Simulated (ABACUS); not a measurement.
# InPd in ABACUS: the effect of pseudo set

Crystal: InPd.

```
In Pd
1.0
     3.24993    0.00000    0.00000
     0.00000    3.24993    0.00000
     0.00000    0.00000    3.24993
In Pd
1 1
Direct
  0.00000 0.00000 0.00000
  0.50000 0.50000 0.50000
```

The cell comes from a database or a generator and needn't be the stable form of this composition.

The cell isn't the ideal one: volume scaled by 0.98.

Alike in all runs:

- Program: ABACUS 3.10.1
- Task: equation of state
- Functional: PBE
- Basis: plane waves
- k mesh: 6 × 6 × 6
- Occupations: fermi-dirac, width 0.05 eV
- Spin: no spin polarisation

| pseudo set | cutoff | pressure (GPa) |
| --- | --- | --- |
| Ansatz NC PBE | 1116 eV | 6.8 |
| GBRV ultrasoft 1.5 PBE | 544 eV | ? |
| PseudoDojo NC SR 0.4.1 PBE standard | 1116 eV | 6.9 |
| PseudoDojo NC SR 0.5 PBE stringent | 1116 eV | 6.8 |
| SG15 ONCV 1.2 PBE | 1116 eV | 7.0 |
| SPMS ONCV 1.0 PBE | 1116 eV | 7.3 |

Problem. What does the run with pseudo set GBRV ultrasoft 1.5 PBE give?

Solution. Pressure 5.6 GPa.

Caveats: this set's palladium file may shift the pressure by some GPa (some runs).

The runs don't all hold the same shells in valence.
